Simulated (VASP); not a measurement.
A run of VASP 6.6.1:

Contents of INCAR:

```
PREC = Accurate
ENCUT = 520
EDIFF = 1E-7
ISMEAR = 0
SIGMA = 0.1
LREAL = F
LASPH = T
NELM = 60
ALGO = Normal
ISIF = 2
LWAVE = F
LCHARG = F
GGA = PE
NBANDS = 24
```

File KPOINTS:

```
regular mesh
0
Gamma
  4 4 4
```

Contents of POSCAR:

```
SrO
1.0
    4.4761349600     -4.4761349600      0.0000000000
    4.4761349600      4.4761349600      0.0000000000
    0.0000000000      0.0000000000      4.1146370000
Sr O
2 2
Direct
    0.0000000000      0.0000000000      0.0000000000
    0.5000000000      0.5000000000      0.5000000000
    0.6950000000      0.3050000000      0.0000000000
    0.3050000000      0.6950000000      0.0000000000
```

Potentials or basis: VASP PAW PBE potentials, release 64 (Sr_sv, O).

The run is started by

```console
$ cat potpaw_PBE.64/Sr_sv/POTCAR potpaw_PBE.64/O/POTCAR > POTCAR
$ mpirun -np 1 vasp_std > vasp.out
```

Hardware: 1 thread of AMD EPYC 9R45 96-Core Processor (Zen 5), with other jobs on the host.

How long does it take, and how much memory?

Wall time 59 s on 1 thread of AMD EPYC 9R45 96-Core Processor (Zen 5), with other jobs on the host, peak memory 0.26 GiB. Counts: scf iterations 19, k points 21.
